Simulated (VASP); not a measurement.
Set up this calculation in VASP 6.6.1, as the native input.

* Task: single point
* Functional: r2SCAN
* Potentials or basis: VASP PAW PBE potentials, release 64 (Pb_d, Te)
* Cutoff: 520 eV
* k mesh: 7 × 7 × 7
* Occupations: fermi-dirac, width 0.05 eV
* Spin: no spin polarisation
* Further INCAR settings: ALGO = Normal; EDIFF = 1e-06

The structure of TePb lies in POSCAR:

```
TePb
1.0
    0.0000000000      3.2310000000      3.2310000000
    3.2310000000      0.0000000000      3.2310000000
    3.2310000000      3.2310000000      0.0000000000
Pb Te
1 1
Direct
    0.0000000000      0.0000000000      0.0000000000
    0.5000000000      0.5000000000      0.5000000000
```

One way to write it, as run:

INCAR

```
SYSTEM = TePb
  ALGO = Normal
  EDIFF = 1E-6
  ENCUT = 520
  ISIF = 2
  ISMEAR = -1
  LASPH = .TRUE.
  LCHARG = .TRUE.
  LELF = .TRUE.
  LMIXTAU = .TRUE.
  LREAL = .FALSE.
  LVHAR = .TRUE.
  LWAVE = .FALSE.
  METAGGA = R2SCAN
  NELM = 60
  PREC = Accurate
  SIGMA = 0.05
```

KPOINTS

```
k-points
0
G
  7 7 7
  0 0 0
```

Potentials or basis: VASP PAW PBE potentials, release 64 (Pb_d, Te).

Run with:

```console
$ cat potpaw_PBE.64/Pb_d/POTCAR potpaw_PBE.64/Te/POTCAR > POTCAR
$ mpirun -np 1 vasp_std > vasp.out
```

It gave:

```json
{
 "Pressure": "1.5 GPa"
}
```

Caveat: the PAW data sets were made with another functional, which shifts forces and pressure a little.

Wall time 53 s on 1 thread of Intel(R) Xeon(R) 6975P-C (Granite Rapids) (shared host), peak memory 0.22 GiB.
